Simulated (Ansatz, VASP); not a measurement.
**GeH (Ge wire along [110], 10 atoms a period, H-terminated): VASP beside Ansatz**

Aim: how closely do two programs agree when they are given the same cell, functional and k mesh? The structure shown is the start of the Ansatz relaxation below; VASP solves that cell, so the two are compared at the walk's first step.

Calculated with Ansatz 0.2.0; plane waves, with VASP 6.6.1 beside it; single point at PBE.

**1. Set-up**

The cell holds 20 atoms: 10 H and 10 Ge. Cell: a = 15.801 Å, b = 15.457 Å, c = 4.073 Å, α = 90.0°, β = 90.0°, γ = 90.0°. Vacuum lies along a and b. The structure's axis is c.

**2. Ansatz: relaxation, PBE**

Ansatz runs on its default PAW (the set named soft_2) files.

The two programs are compared at the cell with which this relaxation starts, whose forces are those of its first step.

Contents of input.yaml:

```yaml
crystal:
  lattice:
    - [15.801, 0.0, 0.0]
    - [0.0, 15.457, 0.0]
    - [0.0, 0.0, 4.0729350596]
  atoms:
    - { symbol: H, position: [0.306309727, 0.78002665, 0.0] }
    - { symbol: H, position: [0.306309727, 0.351715568, 0.0] }
    - { symbol: Ge, position: [0.363310323, 0.434120605, 0.0] }
    - { symbol: Ge, position: [0.636710741, 0.302370102, 0.0] }
    - { symbol: H, position: [0.693711337, 0.219965064, 0.0] }
    - { symbol: Ge, position: [0.727844214, 0.434120605, 0.0] }
    - { symbol: H, position: [0.215176255, 0.565871109, 0.312731396] }
    - { symbol: H, position: [0.78484481, 0.434120605, 0.312731396] }
    - { symbol: Ge, position: [0.454443796, 0.697621612, 0.5] }
    - { symbol: Ge, position: [0.454443796, 0.434120605, 0.5] }
    - { symbol: H, position: [0.488576672, 0.219965064, 0.5] }
    - { symbol: H, position: [0.511444392, 0.78002665, 0.5] }
    - { symbol: Ge, position: [0.545577269, 0.302370102, 0.5] }
    - { symbol: Ge, position: [0.545577269, 0.565871109, 0.5] }
    - { symbol: H, position: [0.215176255, 0.565871109, 0.687268604] }
    - { symbol: H, position: [0.78484481, 0.434120605, 0.687268604] }
    - { symbol: Ge, position: [0.272176851, 0.565871109, 0.0] }
    - { symbol: Ge, position: [0.363310323, 0.697621612, 0.0] }
    - { symbol: Ge, position: [0.636710741, 0.565871109, 0.0] }
    - { symbol: H, position: [0.693711337, 0.648276146, 0.0] }
kpoints:
  mp_grid: { grid: [1, 1, 20] }
scf:
  occupations: { method: fermi_dirac, width: 0.05 }
hamiltonian:
  xc: pbe
relax:
  cell: { fix: [a, b, alpha, beta, gamma] }
  max_steps: 45
  f_tol: 0.03
```

Started as:

```sh
$ ansatz run input.yaml --threads 4 --pin off --max-ram 16384MiB --backend cpu --events-out ev --progress --plain --runs-dir out
```

Numbers of over 12 decimals in the logs are rounded to 6 here.

What it wrote:

```text
Engine: ansatz 0.2.0, aarch64-unknown-linux-gnu
Pseudopotentials: kind: paw
Pseudopotential: H, paw, valence charge 1, recommended cutoff 420 eV (normal), H.paw.azcp
Pseudopotential: Ge, paw, valence charge 14, recommended cutoff 420 eV (normal), Ge.paw.azcp
Functional definition: PBE
  parameter kappa = 0.804
  parameter beta = 0.066725
  exchange = pbe_x(kappa = kappa, mu = beta*pi^2/3)
  correlation = pbe_c(beta = beta)
Crystal: 20 atoms, lattice volume = 994.758 Å³
Basis set: ecut = 420 eV, 19455 PW (Γ), exchange–correlation on 216×216×60 points (8 copies of the dense FFT grid, shifted against one another)
Bands: 95, of which v1, the nominal top of the filled ones, is band 75 counted from 1 (74 counted from 0)
Symmetry: 4 space group operations
Space group: P2/m (ITA 10), of the structure as read, at distance tolerance 1.0e-4 Å
k-points: 11 of 20
Non-local potential: H, projectors of the file, l = 0: 2, l = 1: 1
Non-local potential: Ge, projectors of the file, l = 0: 2, l = 1: 2, l = 2: 3, l = 3: 1
PAW form: soft (Blöchl's): semilocal exchange-correlation on the pseudo side does not see the compensation charge
PAW one-centre angular grid: H, 110 points (default); XC on 64 Gauss nodes
PAW one-centre angular grid: Ge, 590 points (default); XC on 64 Gauss nodes
Initial density: superposition of atomic densities (neutral atoms: chi_scale 0, normalization atom), corrected by the library's trained network
Initial wavefunctions: pseudopotential atomic-orbital guess
Functional: x = pbe(κ = 0.804, μ = 0.219515), c = pbe(β = 0.066725)
SCF iter   1: F=—  HF=-43105.891213 eV  |F-HF|=—  |Δ(HF+E_count)|=         —  Δρ=1.33e-3  dr2=3.37e-2  ethr=1.77e-3  ⟨swp⟩=6.8  Hψ=4312  notcnv=0  defer=8
preconditioner: auto → Resta (q_TF=auto, 1.990 Å⁻¹)  ε∞=1.4  [insulator: Δε(μ)=1.783 eV  Ē_g=21.630 eV  σ=0.050 eV  W_gap=1.00  n_scr=128 (ndim 8)  ℏωp=14.4 eV  f_vac=0.657  D(μ)=0.00/eV (n_scr^D=0)  ε∞_Penn≈1.4  vacuum switching on, ρ_ref=3.4e-2 e/Å³]
SCF iter   2: F=—  HF=-43105.894212 eV  |F-HF|=—  |Δ(HF+E_count)|=   3.00e-3  Δρ=6.13e-4  dr2=7.82e-3  ethr=2.25e-5  ⟨swp⟩=2.0  Hψ=2119  notcnv=0  defer=136
SCF iter   3: F=—  HF=-43105.895993 eV  |F-HF|=—  |Δ(HF+E_count)|=   1.78e-3  Δρ=3.09e-4  dr2=2.38e-3  ethr=5.21e-6  ⟨swp⟩=2.0  Hψ=1685  notcnv=0  defer=136
SCF iter   4: F=—  HF=-43105.896796 eV  |F-HF|=—  |Δ(HF+E_count)|=   8.03e-4  Δρ=1.06e-4  dr2=2.71e-4  ethr=1.59e-6  ⟨swp⟩=2.0  Hψ=1116  notcnv=0  defer=136
SCF iter   5: F=—  HF=-43105.896780 eV  |F-HF|=—  |Δ(HF+E_count)|=   1.64e-5  Δρ=4.64e-5  dr2=3.28e-5  ethr=1.81e-7  ⟨swp⟩=2.0  Hψ=1734  notcnv=0  defer=136
SCF iter   6: F=—  HF=-43105.897079 eV  |F-HF|=—  |Δ(HF+E_count)|=   3.00e-4  Δρ=1.66e-5  dr2=4.02e-6  ethr=2.18e-8  ⟨swp⟩=2.0  Hψ=1795  notcnv=0  defer=136
SCF iter   7: F=—  HF=-43105.897080 eV  |F-HF|=—  |Δ(HF+E_count)|=   4.11e-7  Δρ=7.03e-6  dr2=4.84e-7  ethr=2.68e-9  ⟨swp⟩=2.0  Hψ=1728  notcnv=0  defer=136
SCF iter   8: F=-43105.897080 eV  HF=-43105.897080 eV  |F-HF|=4.74e-8  |Δ(HF+E_count)|=   7.51e-7  Δρ=1.85e-6  dr2=4.70e-8  ethr=6.67e-11  ⟨swp⟩=4.6  Hψ=3029  notcnv=0
SCF 1 converged in 8 iterations: F = -43105.897080 eV  dr2 = 4.70e-8
  greatest PAW one-centre occupation: 0.998 electrons in one spin orbital (limit 2), on the Ge atom at site 16 (counted from 0), in its partial waves of l = 2
relax step   1: F+E_penalty+E_count = -43105.89708045 eV  Δ(F+E_penalty+E_count) = +0.000e0 eV  max|allowed force component| = 3.496e-1 eV/Å  Δτ_max = 0.0000 Å  P = -0.313 GPa  Ω = 994.758 Å³  fix = [a, b, alpha, beta, gamma]  reactions: a -0.562, b -0.588 GPa; gamma +0.046 GPa/rad  (8 SCF iters, dr2 threshold 1.00e-7 eV, accepted)
[...]
relax step   3: F+E_penalty+E_count = -43106.03034600 eV  Δ(F+E_penalty+E_count) = -9.010e-2 eV  max|allowed force component| = 4.658e-2 eV/Å  Δτ_max = 0.0836 Å  P = -0.051 GPa  Ω = 1015.265 Å³  energy of the carried Pulay correction = -3.242e-3 eV  fix = [a, b, alpha, beta, gamma]  reactions: a -0.039, b -0.048 GPa; gamma +0.004 GPa/rad  (6 SCF iters, dr2 threshold 2.00e-6 eV, accepted)
[...]
relax step   4: F+E_penalty+E_count = -43106.03173520 eV  Δ(F+E_penalty+E_count) = -1.389e-3 eV  max|allowed force component| = 1.195e-2 eV/Å  Δτ_max = 0.0040 Å  P = -0.016 GPa  Ω = 1013.858 Å³  energy of the carried Pulay correction = -3.021e-3 eV  fix = [a, b, alpha, beta, gamma]  reactions: a -0.016, b -0.016 GPa; gamma +0.001 GPa/rad  (5 SCF iters, dr2 threshold 1.36e-7 eV, accepted)
[...]
relax step   5: F+E_penalty+E_count = -43106.03503239 eV  Δ(F+E_penalty+E_count) = -3.297e-3 eV  max|allowed force component| = 1.226e-2 eV/Å  Δτ_max = 0.0000 Å  P = -0.014 GPa  Ω = 1013.858 Å³  fix = [a, b, alpha, beta, gamma]  reactions: a -0.015, b -0.014 GPa; gamma +0.001 GPa/rad  stress off target by 1.26e-2 GPa on what of the cell is left free  SCF on the basis re-selected at this cell (its energy is not comparable with the rows above)  (9 SCF iters)
basis re-selected at this cell: Δ(F+E_penalty+E_count) = -3.297e-3 eV, ΔP = +0.002 GPa vs the last step (what re-selecting the basis moved, of the pressure what is left beyond the Pulay correction that the steps carried, after the strain that the cell walked since its last selection, with what the two solves' SCF thresholds leave and, on support functions, any second-order correction that the steps lacked; it is no m [...]
SCF converged after 9 iterations
Free energy (F): -43106.035032 eV
Harris-Foulkes:  -43106.035032 eV  (|F-HF|=1.46e-11)
Internal energy: -43106.035032 eV  (E = F + TS)
E sigma→0 (E₀):  -43106.035032 eV
Fermi energy:    -1.237779 eV
--- Per-component energies (eV) ---
  E_band       = -2908.319131
  E_kinetic    = 1240.612891
  E_local      = -80162.243918  (includes V_loc(G=0)·N_el)
  E_nonlocal   = 4207.539111
  E_hartree    = 37854.612045
  E_xc         = -838.714177
  E_vxc        = -752.879431  (∫ρ·V_xc dr)
  E_paw        = -20211.960044  (= ΣΔE_a)
  E_vpaw       = -3150.561537  (= ΣTr[D̂ρ^β])
  E_aug_tail   = -0.009627  (compensation charges beyond the density's cutoff)
  E_ewald      = 14804.128687
  E_smearing   = -0.000000  (= −TS)
  E_closure    = -0.000000  (closes the sum)
  Σ components = -43106.035032   (vs F -43106.035032, Δ=0.00e0)
--- Forces (eV/Å), atoms counted from 1 ---
  atom   1  H     -0.00024951    -0.00468560    -0.00000000
  atom   2  H      0.00116409     0.00422763     0.00000000
  atom   3  Ge    -0.00624365     0.00232138    -0.00000000
  atom   4  Ge     0.00407531     0.00339571     0.00000000
  atom   5  H      0.00024951     0.00468560     0.00000000
  atom   6  Ge    -0.00004368    -0.00377175    -0.00000000
  atom   7  H      0.00658803    -0.00064134    -0.01226292
  atom   8  H     -0.00658803     0.00064134    -0.01226292
  atom   9  Ge     0.00429272     0.00159151     0.00000000
  atom  10  Ge     0.00580188    -0.00255547     0.00000000
  atom  11  H      0.00333697     0.00256983     0.00000000
  atom  12  H     -0.00333697    -0.00256983    -0.00000000
  atom  13  Ge    -0.00429272    -0.00159151    -0.00000000
  atom  14  Ge    -0.00580188     0.00255547    -0.00000000
  atom  15  H      0.00658803    -0.00064134     0.01226292
  atom  16  H     -0.00658803     0.00064134     0.01226292
  atom  17  Ge     0.00004368     0.00377175     0.00000000
  atom  18  Ge    -0.00407531    -0.00339571    -0.00000000
  atom  19  Ge     0.00624365    -0.00232138     0.00000000
  atom  20  H     -0.00116409    -0.00422763    -0.00000000
  max |Σ_I F_I| component: 1.95e-18 eV/Å
--- Stress (GPa, compression-positive) ---
       -0.015083      -0.001127      -0.000000
       -0.001127      -0.014205      -0.000000
       -0.000000      -0.000000      -0.012593
  P = ⅓ Tr σ = -0.0140 GPa (-0.140 kbar)
--- Relaxed structure (4 steps of the walk, 4 accepted, 1 SCFs on fresh bases) ---
  F+E_penalty+E_count = -43106.03503239 eV   max|allowed force component| = 1.226e-2 eV/Å   (the final SCF, on the basis selected at the relaxed cell)
  cell:  # Å, volume = 1013.8584 Å³
    - [15.801, 0, 0.0]
    - [0, 15.457, 0.0]
    - [0.0, 0.0, 4.151141]
  atoms:
    - { symbol: H, position: [0.309639, 0.777057, 0.0] }
    - { symbol: H, position: [0.310626, 0.354071, 0.0] }
    - { symbol: Ge, position: [0.367293, 0.436477, 0.0] }
    - { symbol: Ge, position: [0.633515, 0.305124, 0.0] }
    - { symbol: H, position: [0.690382, 0.222943, 0.0] }
    - { symbol: Ge, position: [0.723402, 0.434376, 0.0] }
    - { symbol: H, position: [0.217786, 0.565368, 0.295847] }
    - { symbol: H, position: [0.782236, 0.434632, 0.295847] }
    - { symbol: Ge, position: [0.452994, 0.694376, 0.5] }
    - { symbol: Ge, position: [0.454916, 0.434595, 0.5] }
    - { symbol: H, position: [0.489712, 0.223780, 0.5] }
    - { symbol: H, position: [0.510309, 0.776220, 0.5] }
    - { symbol: Ge, position: [0.547027, 0.305624, 0.5] }
    - { symbol: Ge, position: [0.545105, 0.565405, 0.5] }
    - { symbol: H, position: [0.217786, 0.565368, 0.704153] }
    - { symbol: H, position: [0.782236, 0.434632, 0.704153] }
    - { symbol: Ge, position: [0.276619, 0.565624, 0.0] }
    - { symbol: Ge, position: [0.366507, 0.694876, 0.0] }
    - { symbol: Ge, position: [0.632728, 0.563523, 0.0] }
    - { symbol: H, position: [0.689395, 0.645929, 0.0] }
```

[end of part 1 of 2]

[Lines on the potential files, build, host, timing and source positions are cut from VASP's logs without a mark.]

[Logs are printed without paths, hosts, clocks, repeated set-up lines and the standing remarks that a program may print on its own settings, such as how far it seeks lower states.]

[Hosts, paths, dates, database ids (printed as entryN), source tags and the programs' standing remarks are cut or masked in the printed files.]
